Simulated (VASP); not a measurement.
Input of a VASP 6.6.1 run:

The input POSCAR:

```
ZrB2
1.0
    3.1638604256      0.0000000000      0.0000000000
   -1.5819302128      2.7399835026      0.0000000000
    0.0000000000      0.0000000000      3.4131328000
Zr B
1 2
Direct
    0.0000000000      0.0000000000      0.0000000000
    0.3333333333      0.6666666667      0.5000000000
    0.6666666667      0.3333333333      0.5000000000
```

The input INCAR.step1:

```
SYSTEM = ZrB2
PREC = Accurate ; ENCUT = 520
ISMEAR = 0 ; SIGMA = 0.1
LREAL = .FALSE. ; LASPH = .TRUE.
NELM = 80 ; NBANDS = 16
GGA = PE ; ALGO = Normal
EDIFF = 1E-4 ; LWAVE = .TRUE.
LCHARG = .FALSE.
```

File INCAR.step2:

```
SYSTEM = ZrB2
PREC = Accurate ; ENCUT = 520
EDIFF = 1E-6 ; ISMEAR = 0
SIGMA = 0.1 ; LREAL = .FALSE.
LASPH = .TRUE. ; NELM = 80
ALGO = Normal ; ISIF = 2
LWAVE = .FALSE. ; LCHARG = .FALSE.
METAGGA = R2SCAN ; LMIXTAU = .TRUE.
NBANDS = 16 ; ISTART = 1
```

KPOINTS

```
Automatic mesh
0
G
  15 15 12
  0 0 0
```

Potentials or basis: VASP PAW PBE potentials, release 64 (Zr_sv, B).

The run is started by

```console
$ cat potpaw_PBE.64/Zr_sv/POTCAR potpaw_PBE.64/B/POTCAR > POTCAR
$ cp INCAR.step1 INCAR
$ mpirun -np 1 vasp_std > vasp.out
$ cp INCAR.step2 INCAR
$ mpirun -np 1 vasp_std > vasp.out
```

Q: Estimate the pressure.

A: 10.8 GPa.

Q: Estimate the band gap on the k mesh.

A: None (metal or under the smearing width).

Stress tensor (GPa, compression positive):
```
 6.34  0.00  0.00
 0.00  6.34  0.00
 0.00  0.00 19.57
```

Caveat: the PAW data sets were made with another functional, which shifts forces and pressure a little.
